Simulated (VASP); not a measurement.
# Re (Fm-3m) in VASP: settings compared

One crystal, Re, is run at these levels: RPBE, AM05+D4, PBE; tasks: single point.

Everything below comes from runs of VASP 6.6.1. Logs are shortened: lines on timing, memory, paths and dates and some standing lists are left out, and cuts for length are marked.

## (1) The crystal as given

Symmetry: Fm-3m, No. 225, cubic system. Conventional cell: a = 3.950 Å, b = 3.950 Å, c = 3.950 Å, α = 90.00°, β = 90.00°, γ = 90.00°. Around Re (site symmetry m-3m) lie 12 Re at 2.79 Å.

This isn't the form of Re at room conditions, which is hcp.

## (2) Single point, RPBE

Contents of INCAR:

```
SYSTEM = Re
  PREC = Accurate
  ENCUT = 520
  EDIFF = 1E-6
  ISMEAR = 0
  SIGMA = 0.1
  LREAL = .False.
  LASPH = .True.
  NELM = 80
  ALGO = Normal
  ISIF = 2
  LWAVE = .False.
  LCHARG = .False.
  GGA = RP
  NBANDS = 10
```

Contents of KPOINTS:

```
regular mesh
0
Gamma
  12 12 12
  0 0 0
```

Contents of POSCAR:

```
Re
1.0
    0.0000000000      1.9750000000      1.9750000000
    1.9750000000      0.0000000000      1.9750000000
    1.9750000000      1.9750000000      0.0000000000
Re
1
Direct
    0.0000000000      0.0000000000      0.0000000000
```

Potentials or basis: VASP PAW PBE potentials, release 64 (Re).

Started as:

```sh
$ cat potpaw_PBE.64/Re/POTCAR > POTCAR
$ mpirun -np 1 vasp_std > vasp.out
```

OUTCAR:

```text
SYSTEM = Re
   PREC = Accurate
   ENCUT = 520
   EDIFF = 1E-6
   ISMEAR = 0
   LREAL = .False.
   LASPH = .True.
   NELM = 80
   ISIF = 2
   GGA = RP

 ion  position               nearest neighbor table
   1  0.000  0.000  0.000-

  LATTYP: Found a face centered cubic cell.
 ALAT       =     3.9500000000

  Lattice vectors:

 A1 = (   0.0000000000,   1.9750000000,   1.9750000000)
 A2 = (   1.9750000000,   0.0000000000,   1.9750000000)
 A3 = (   1.9750000000,   1.9750000000,   0.0000000000)

Analysis of symmetry for initial positions (statically):
=====================================================================
 Subroutine PRICEL returns:
 Original cell was already a primitive cell.

 Routine SETGRP: Setting up the symmetry group for a
 face centered cubic supercell.

 Subroutine GETGRP returns: Found 48 space group operations
 (whereof 48 operations were pure point group operations)
 out of a pool of 48 trial point group operations.

The static configuration has the point symmetry O_h .

Analysis of symmetry for dynamics (positions and initial velocities):
=====================================================================
 Subroutine PRICEL returns:
 Original cell was already a primitive cell.

 Routine SETGRP: Setting up the symmetry group for a
 face centered cubic supercell.

 Subroutine GETGRP returns: Found 48 space group operations
 (whereof 48 operations were pure point group operations)
 out of a pool of 48 trial point group operations.

The dynamic configuration has the point symmetry O_h .

 Subroutine INISYM returns: Found 48 space group operations
 (whereof 48 operations are pure point group operations),
 and found     1 'primitive' translations

----------------------------------------------------------------------------------------

                                     Primitive cell

  volume of cell :      15.4075

  direct lattice vectors                    reciprocal lattice vectors
     0.000000000  1.975000000  1.975000000    -0.253164557  0.253164557  0.253164557
     1.975000000  0.000000000  1.975000000     0.253164557 -0.253164557  0.253164557
     1.975000000  1.975000000  0.000000000     0.253164557  0.253164557 -0.253164557

  length of vectors
     2.793071786  2.793071786  2.793071786     0.438493875  0.438493875  0.438493875

  position of ions in fractional coordinates (direct lattice)
     0.000000000  0.000000000  0.000000000

  ion indices of the primitive-cell ions
   primitive index   ion index
                 1           1

----------------------------------------------------------------------------------------

 KPOINTS: regular mesh

Automatic generation of k-mesh.
 Grid dimensions read from file:
 generate k-points for:   12   12   12

 Generating k-lattice:

  Cartesian coordinates                     Fractional coordinates (reciprocal lattice)
    -0.021097046  0.021097046  0.021097046     0.083333333  0.000000000  0.000000000
     0.021097046 -0.021097046  0.021097046     0.000000000  0.083333333  0.000000000
     0.021097046  0.021097046 -0.021097046     0.000000000  0.000000000  0.083333333

  Length of vectors
     0.036541156  0.036541156  0.036541156

  Shift w.r.t. Gamma in fractional coordinates (k-lattice)
     0.000000000  0.000000000  0.000000000

 Subroutine IBZKPT returns following result:
 ===========================================

 Found     72 irreducible k-points:

 Following reciprocal coordinates:
            Coordinates               Weight
  0.000000  0.000000  0.000000      1.000000
  0.083333  0.000000  0.000000      8.000000
  0.166667  0.000000  0.000000      8.000000
  0.250000  0.000000  0.000000      8.000000
  0.333333  0.000000  0.000000      8.000000
  0.416667  0.000000  0.000000      8.000000
[... 42 lines left out ...]
  0.333333  0.250000  0.083333     24.000000
  0.416667  0.250000  0.083333     48.000000
 [... further k-points ...]
   k-points           NKPTS =     72   k-points in BZ     NKDIM =     72   number of bands    NBANDS=     10
   number of dos      NEDOS =    301   number of ions     NIONS =      1
   total plane-waves  NPLWV =  13824
   dimension x,y,z NGX =    24 NGY =   24 NGZ =   24
   dimension x,y,z NGXF=    48 NGYF=   48 NGZF=   48
   ions per type =               1
   NGX,Y,Z   is equivalent  to a cutoff of  14.28, 14.28, 14.28 a.u.
   NGXF,Y,Z  is equivalent  to a cutoff of  28.57, 28.57, 28.57 a.u.
 SYSTEM =  Re
   PREC   = accura    normal or accurate (medium, high low for compatibility)
   ISTART =      0    job   : 0-new  1-cont  2-samecut
   ICHARG =      2    charge: 1-file 2-atom 10-const
   ISPIN  =      1    spin polarized calculation?
   LNONCOLLINEAR =      F non collinear calculations
   LSORBIT =      F    spin-orbit coupling
   LASPH  =      T    aspherical Exc in radial PAW
   ENCUT  =  520.0 eV  38.22 Ry    6.18 a.u.   5.19  5.19  5.19*2*pi/ulx,y,z
   NELM   =     80;   NELMIN=  2; NELMDL= -5     # of ELM steps
   EDIFF  = 0.1E-05   stopping-criterion for ELM
   LREAL  =      F    real-space projection
   EDIFFG = 0.1E-04   stopping-criterion for IOM
   NSW    =      0    number of steps for IOM
   IBRION =     -1    ionic relax: 0-MD 1-quasi-New 2-CG
   NFREE  =      0    steps in history (QN), initial steepest desc. (CG)
   ISIF   =      2    stress and relaxation
   ISYM   =      2    0-nonsym 1-usesym 2-fastsym
   POTIM  = 0.5000    time-step for ionic-motion
   TEBEG  =    0.0;   TEEND  =   0.0 temperature during run
   PSTRESS=    0.0 pullay stress
   NELECT =       7.0000    total number of electrons
   NUPDOWN=      -1.0000    fix difference up-down
   EMIN   =  10.00;   EMAX   =-10.00  energy-range for DOS
   EFERMI =   0.00;   METHOD = LEGACY
   ISMEAR =     0;   SIGMA  =   0.10  broadening in eV -4-tet -1-fermi 0-gaus
   EFERMI_NEDOS =   21; number of points for ismear=-14 and -15
   IALGO  =     38    algorithm
   IMIX   =      4    mixing-type and parameters
     AMIX     =   0.40;   BMIX     =  1.00
     AMIX_MAG =   1.60;   BMIX_MAG =  1.00
  volume/ion in A,a.u.               =      15.41       103.97
  Fermi-wavevector in a.u.,A,eV,Ry     =   1.258531  2.378278 21.550255  1.583899
  Thomas-Fermi vector in A             =   2.392135
   LORBIT       =      0    0 simple, 1 ext, 2 COOP (PROOUT), +10 PAW based schemes
   GGA     = RP    functional components
   LHFCALC =     F    Hartree Fock is set to
   AEXX    =    0.0000 exact exchange contribution
   IVDW    =     0    specifies the selected vdW correction
   LEPSILON=     F    determine dielectric tensor
   LRPA    =     F    only Hartree local field effects (RPA)
 non-spin polarized calculation
 Gauss-broadening in eV      SIGMA  =   0.10
  energy-cutoff  :      520.00
  volume of cell :       15.41
 maximum number of plane-waves:       432
 NGX is ok and might be reduce to    24
   NGX = 11   NGY = 11   NGZ = 11

 number of electron       7.0000000 magnetization

 Free energy of the ion-electron system (eV)
  ---------------------------------------------------
  ext. energy  EPLUGINS =         0.00000000
  ---------------------------------------------------
  free energy    TOTEN  =       -11.75748546 eV

  energy without entropy =      -11.75414976  energy(sigma->0) =      -11.75581761

 E-fermi :   7.6468     XC(G=0): -13.4509

 val. band max:        7.5925589120   @ k =   0.5000   0.4167   0.0833
 cond. band min:       7.6609628271   @ k =  -0.1667   0.2500   0.0833
 fundamental gap:      0.0684039151
 Fermi energy:         7.6468496919

 k-point     1 :       0.0000    0.0000    0.0000
  band No.  band energies     occupation
      1      -2.1329      2.00000
      2       5.8717      2.00000
      3       5.8717      2.00000
      4       5.8717      2.00000
      5       8.8457      0.00000
      6       8.8457      0.00000
      7      21.4877      0.00000
      8      26.9052      0.00000
      9      26.9052      0.00000
     10      26.9052      0.00000

 k-point     2 :       0.0833    0.0000    0.0000
  band No.  band energies     occupation
      1      -1.8289      2.00000
      2       5.6725      2.00000
      3       6.0099      2.00000
      4       6.0099      2.00000
      5       8.7411      0.00000
      6       8.7411      0.00000
      7      22.0662      0.00000
      8      25.5124      0.00000
      9      27.4545      0.00000
     10      27.4545      0.00000

 k-point     3 :       0.1667    0.0000    0.0000
  band No.  band energies     occupation
      1      -0.9927      2.00000
      2       5.2538      2.00000
      3       6.2864      2.00000
      4       6.2864      2.00000
      5       8.6273      0.00000
      6       8.6273      0.00000
      7      22.9986      0.00000
      8      23.9641      0.00000
      9      28.9913      0.00000
     10      28.9913      0.00000

 k-point     4 :       0.2500    0.0000    0.0000
  band No.  band energies     occupation
      1       0.0905      2.00000
      2       5.0645      2.00000
      3       6.3172      2.00000
      4       6.3172      2.00000
      5       8.9924      0.00000
      6       8.9924      0.00000
      7      21.3635      0.00000
      8      24.8088      0.00000
      9      31.1710      0.00000
     10      31.3395      0.00000

 k-point     5 :       0.3333    0.0000    0.0000
  band No.  band energies     occupation
      1       0.8679      2.00000
      2       5.6709      2.00000
      3       6.0520      2.00000
      4       6.0520      2.00000
      5       9.8869      0.00000
      6       9.8869      0.00000
      7      19.6694      0.00000
      8      23.3422      0.00000
      9      30.3146      0.00000
     10      30.3190      0.00000

 k-point     6 :       0.4167    0.0000    0.0000
  band No.  band energies     occupation
      1       1.1014      2.00000
      2       5.7879      2.00000
      3       5.7879      2.00000
      4       7.0058      2.00000
      5      10.8109      0.00000
      6      10.8109      0.00000
      7      17.9431      0.00000
      8      21.5662      0.00000
      9      28.0868      0.00000
     10      28.0868      0.00000
[... 391 lines left out ...]
 k-point    37 :       0.5000    0.3333    0.0000
  band No.  band energies     occupation
      1       1.9572      2.00000
      2       2.8552      2.00000
      3       7.0218      2.00000
      4       9.3082      0.00000
      5      11.5318      0.00000
      6      13.5161      0.00000
      7      17.6362      0.00000
      8      22.3642      0.00000
      9      22.7138      0.00000
     10      29.3005      0.00000

 k-point    38 :      -0.4167    0.3333    0.0000
  band No.  band energies     occupation
      1       2.3542      2.00000
      2       3.3997      2.00000
      3       6.4392      2.00000
      4       8.8283      0.00000
      5      11.0178      0.00000
      6      15.2551      0.00000
      7      16.4130      0.00000
      8      21.4063      0.00000
      9      23.7840      0.00000
     10      28.7460      0.00000

 k-point    39 :      -0.3333    0.3333    0.0000
  band No.  band energies     occupation
      1       2.8946      2.00000
      2       3.9448      2.00000
      3       5.6007      2.00000
      4       8.2230      0.00000
      5      10.1894      0.00000
      6      14.1137      0.00000
      7      19.2151      0.00000
      8      20.0695      0.00000
      9      26.0447      0.00000
     10      27.4412      0.00000

 k-point    40 :       0.4167    0.4167    0.0000
  band No.  band energies     occupation
      1       1.3990      2.00000
      2       2.2572      2.00000
      3       8.9938      0.00000
      4      10.9818      0.00000
      5      11.0881      0.00000
      6      11.0881      0.00000
      7      20.7619      0.00000
      8      20.7619      0.00000
      9      21.7285      0.00000
     10      28.5758      0.00000

 [... further k-points ...]

------------------------ aborting loop because EDIFF is reached ----------------------------------------

  FORCE on cell =-STRESS in cart. coord.  units (eV):
  Direction    XX          YY          ZZ          XY          YZ          ZX
  --------------------------------------------------------------------------------------
  -------------------------------------------------------------------------------------
  Total       -0.5993455     -0.5993455     -0.5993455     -0.0000000      0.0000000     -0.0000000
  in kB      -62.3241760    -62.3241760    -62.3241760     -0.0000000      0.0000000     -0.0000000
  external PRESSURE =     -62.3241760 kB  Pullay stress =       0.0000000 kB

 VOLUME and BASIS-vectors are now :
 -----------------------------------------------------------------------------
  energy-cutoff  :      520.00
  volume of cell :       15.41
      direct lattice vectors                 reciprocal lattice vectors
     0.000000000  1.975000000  1.975000000    -0.253164557  0.253164557  0.253164557
     1.975000000  0.000000000  1.975000000     0.253164557 -0.253164557  0.253164557
     1.975000000  1.975000000  0.000000000     0.253164557  0.253164557 -0.253164557

 POSITION                                       TOTAL-FORCE (eV/Angst)
 -----------------------------------------------------------------------------------
      0.00000      0.00000      0.00000         0.000000      0.000000     -0.000000
 -----------------------------------------------------------------------------------
    total drift:                               -0.000000     -0.000000      0.000000

  FREE ENERGIE OF THE ION-ELECTRON SYSTEM (eV)
  ---------------------------------------------------
  free  energy   TOTEN  =       -11.7574854612 eV

  energy  without entropy=      -11.7541497614  energy(sigma->0) =      -11.75581761
```

Run time: 10 s. Hardware: 1 thread of AMD EPYC 9R45 (Zen 5), shared host; peak memory 0.11 GiB.

Results:

* Free energy: -11.7575 eV
* Pressure: -6.2 GPa
* Band gap on the k mesh: none (metal or under the smearing width)

Levels at points of the mesh, in eV from the Fermi level:
| k point | band 1 | band 2 | band 3 | band 4 | band 5 | band 6 | band 7 | band 8 | band 9 |
| --- | --- | --- | --- | --- | --- | --- | --- | --- | --- |
| (0.00, 0.00, 0.00) | -9.78 | -1.78 | -1.78 | -1.78 | 1.20 | 1.20 | 13.84 | 19.26 | 19.26 |
| (0.50, 0.00, 0.00) | -6.52 | -1.96 | -1.96 | 0.15 | 3.57 | 3.57 | 9.35 | 13.34 | 19.59 |
| (0.50, 0.50, 0.00) | -6.41 | -5.58 | 2.62 | 3.52 | 4.25 | 4.25 | 11.92 | 11.92 | 12.27 |

Caveat: the PAW data sets were made with another functional, which shifts forces and pressure a little. The run has no spin-orbit coupling, so splittings on Re are missing.

## (3) Single point, RPBE

Contents of run.py:

```python
from ase.calculators.vasp import Vasp
from ase.dft.bandgap import bandgap
from ase.io import read

atoms = read('Re.cif', primitive_cell=True, subtrans_included=False)
calc = Vasp(
    directory='calc',
    xc='rpbe',
    pp='PBE',
    setups='recommended',
    prec='Accurate',
    encut=520,
    ediff=1e-06,
    ismear=0,
    sigma=0.1,
    lreal=False,
    lasph=True,
    nelm=60,
    algo='Fast',
    isif=2,
    lwave=False,
    lcharg=False,
    kpts=[12, 12, 12],
    gamma=True,
    nbands=10,
)
atoms.calc = calc

print('energy (eV):', atoms.get_potential_energy())
print('free energy (eV):', atoms.get_potential_energy(force_consistent=True))
print('forces (eV/A):')
print(atoms.get_forces())
print('stress (eV/A^3, Voigt):', atoms.get_stress())
print('Fermi level (eV):', calc.get_fermi_level())
gap, top, bottom = bandgap(calc)
print('band gap (eV):', gap, 'from (spin, k, band)', top, 'to', bottom)
```

Contents of Re.cif:

```cif
data_Re
_cell_length_a 3.95000000
_cell_length_b 3.95000000
_cell_length_c 3.95000000
_cell_angle_alpha 90.00000000
_cell_angle_beta 90.00000000
_cell_angle_gamma 90.00000000
_space_group_name_H-M_alt 'Fm-3m'
_space_group_name_Hall '-F 4 2 3'
_space_group_IT_number 225
loop_
_space_group_symop_operation_xyz
'x,y,z'
'-x,-y,-z'
'-y,x,z'
'y,-x,-z'
'-x,-y,z'
'x,y,-z'
'y,-x,z'
'-y,x,-z'
'x,-y,-z'
'-x,y,z'
'-y,-x,-z'
'y,x,z'
'-x,y,-z'
'x,-y,z'
'y,x,-z'
'-y,-x,z'
'z,x,y'
'-z,-x,-y'
'z,-y,x'
'-z,y,-x'
'z,-x,-y'
'-z,x,y'
'z,y,-x'
'-z,-y,x'
'-z,x,-y'
'z,-x,y'
'-z,-y,-x'
'z,y,x'
'-z,-x,y'
'z,x,-y'
'-z,y,x'
'z,-y,-x'
'y,z,x'
'-y,-z,-x'
'x,z,-y'
'-x,-z,y'
'-y,z,-x'
'y,-z,x'
'-x,z,y'
'x,-z,-y'
'-y,-z,x'
'y,z,-x'
'-x,-z,-y'
'x,z,y'
'y,-z,-x'
'-y,z,x'
'x,-z,y'
'-x,z,-y'
'x,y+1/2,z+1/2'
'-x,-y+1/2,-z+1/2'
'-y,x+1/2,z+1/2'
[... 62 lines left out ...]
'-z+1/2,-x,-y+1/2'
'z+1/2,-y,x+1/2'
'-z+1/2,y,-x+1/2'
'z+1/2,-x,-y+1/2'
'-z+1/2,x,y+1/2'
'z+1/2,y,-x+1/2'
'-z+1/2,-y,x+1/2'
'-z+1/2,x,-y+1/2'
'z+1/2,-x,y+1/2'
'-z+1/2,-y,-x+1/2'
'z+1/2,y,x+1/2'
'-z+1/2,-x,y+1/2'
'z+1/2,x,-y+1/2'
'-z+1/2,y,x+1/2'
'z+1/2,-y,-x+1/2'
'y+1/2,z,x+1/2'
'-y+1/2,-z,-x+1/2'
'x+1/2,z,-y+1/2'
'-x+1/2,-z,y+1/2'
'-y+1/2,z,-x+1/2'
'y+1/2,-z,x+1/2'
'-x+1/2,z,y+1/2'
'x+1/2,-z,-y+1/2'
'-y+1/2,-z,x+1/2'
'y+1/2,z,-x+1/2'
'-x+1/2,-z,-y+1/2'
'x+1/2,z,y+1/2'
'y+1/2,-z,-x+1/2'
'-y+1/2,z,x+1/2'
'x+1/2,-z,y+1/2'
'-x+1/2,z,-y+1/2'
'x+1/2,y+1/2,z'
'-x+1/2,-y+1/2,-z'
'-y+1/2,x+1/2,z'
'y+1/2,-x+1/2,-z'
'-x+1/2,-y+1/2,z'
'x+1/2,y+1/2,-z'
'y+1/2,-x+1/2,z'
'-y+1/2,x+1/2,-z'
'x+1/2,-y+1/2,-z'
'-x+1/2,y+1/2,z'
'-y+1/2,-x+1/2,-z'
'y+1/2,x+1/2,z'
'-x+1/2,y+1/2,-z'
'x+1/2,-y+1/2,z'
'y+1/2,x+1/2,-z'
'-y+1/2,-x+1/2,z'
'z+1/2,x+1/2,y'
'-z+1/2,-x+1/2,-y'
'z+1/2,-y+1/2,x'
'-z+1/2,y+1/2,-x'
'z+1/2,-x+1/2,-y'
'-z+1/2,x+1/2,y'
'z+1/2,y+1/2,-x'
'-z+1/2,-y+1/2,x'
'-z+1/2,x+1/2,-y'
'z+1/2,-x+1/2,y'
'-z+1/2,-y+1/2,-x'
'z+1/2,y+1/2,x'
'-z+1/2,-x+1/2,y'
'z+1/2,x+1/2,-y'
'-z+1/2,y+1/2,x'
'z+1/2,-y+1/2,-x'
'y+1/2,z+1/2,x'
'-y+1/2,-z+1/2,-x'
'x+1/2,z+1/2,-y'
'-x+1/2,-z+1/2,y'
'-y+1/2,z+1/2,-x'
'y+1/2,-z+1/2,x'
'-x+1/2,z+1/2,y'
'x+1/2,-z+1/2,-y'
'-y+1/2,-z+1/2,x'
'y+1/2,z+1/2,-x'
'-x+1/2,-z+1/2,-y'
'x+1/2,z+1/2,y'
'y+1/2,-z+1/2,-x'
'-y+1/2,z+1/2,x'
'x+1/2,-z+1/2,y'
'-x+1/2,z+1/2,-y'
loop_
_atom_site_label
_atom_site_type_symbol
_atom_site_symmetry_multiplicity
_atom_site_Wyckoff_symbol
_atom_site_fract_x
_atom_site_fract_y
_atom_site_fract_z
_atom_site_occupancy
Re1 Re 4 a 0.0000000000 0.0000000000 0.0000000000 1
```

Potentials or basis: VASP PAW PBE potentials, release 64 (Re).

Started as:

```sh
$ python run.py
```

It took 15 s on 1 thread of AMD EPYC 9R45 (Zen 5), shared host; peak memory 0.11 GiB.

Results (log left out):

| Property | Result |
| --- | --- |
| Free energy | -11.7575 eV |
| Pressure | -6.3 GPa |
| Band gap on the k mesh | none (metal or under the smearing width) |

Levels at points of the mesh, in eV from the Fermi level:
```csv
k point,band 2,band 3,band 4,band 5,band 6,band 7
"(0.00, 0.00, 0.00)",-1.78,-1.78,-1.78,1.20,1.20,13.84
"(0.50, 0.00, 0.00)",-1.96,-1.96,0.15,3.57,3.57,9.35
"(0.50, 0.50, 0.00)",-5.58,2.62,3.52,4.25,4.25,11.92
```

Caveat: the PAW data sets were made with another functional, which shifts forces and pressure a little. The run has no spin-orbit coupling, so splittings on Re are missing.

(Part 1 of 2 ends here.)
